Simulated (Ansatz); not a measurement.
## Field gradients of B₅H₉ from run to run

Cell of run 1: a COD entry, taken as it stands.

Space group I4mm (No. 107); a = 7.1600, c = 5.3800 Å.

```csv
site,Wyckoff,site symmetry,x,y,z
B1,2a,4mm,0.0000,0.0000,0.2020
B2,8d,.m.,0.1750,0.0000,0.0000
H6,8d,.m.,0.8280,0.5000,0.5920
H10,2a,4mm,0.0000,0.0000,0.4270
H11,8c,..m,0.1360,0.1360,0.8350
```

One atom of each set is listed; the run and its k-mesh use a cell of 14 atoms with edges of 5.73, 5.73, 5.73 Å.

Relaxed positions (PBE, cell held):

B1 (0.0000, 0.0000, 0.2286)
B2 (0.1763, 0.0000, 0.0191)
H6 (0.8412, 0.5000, 0.5443)
H10 (0.0000, 0.0000, 0.4495)
H11 (0.1336, 0.1336, 0.8514)

All runs are DFT with Ansatz 0.2.0 (plane waves and PAW, scalar-relativistic unless spin–orbit coupling is named, Γ-centred meshes, Fermi–Dirac smearing where given) in this cell.

Run 1: PBE, gradients read without the response of the cores, atoms as given; 420 eV, 7×7×7 k-points, smearing 0.05 eV.
Run 2: PBE, gradients read without the response of the cores, atoms relaxed; 420 eV, 7×7×7 k-points, smearing 0.05 eV.
Run 3: r2SCAN, gradients read without the response of the cores, at the relaxed atoms; 500 eV, 7×7×7 k-points, smearing 0.05 eV.

```
run   B1 V_zz (η)  H6 V_zz (η)  H10 V_zz (η)
  1  -0.23 (0.00)  1.89 (0.08)   1.91 (0.00)
  2  -0.45 (0.00)  2.02 (0.05)   2.11 (0.00)
  3             ?            ?             ?
```

V_zz in 10²¹ V/m²; 3 of the 5 sets of like atoms are followed.

(1) Estimate the row of run 3.

Results:

(1) B1: -0.45 (0.00); H6: 2.00 (0.06); H10: 2.10 (0.00). It lies nearest to run 2, from whose tensors on these sites it differs by 0.02 at most (largest principal value of the difference). Taken one at a time, the positions of the atoms (as given or relaxed) move the tensors on these sites by up to 0.88 (largest principal value of the change, on H6), the functional (r2SCAN with its higher cutoff) by 0.02.

In run 1 the atoms aren't at the calculated equilibrium (largest force 0.95 eV/Å).
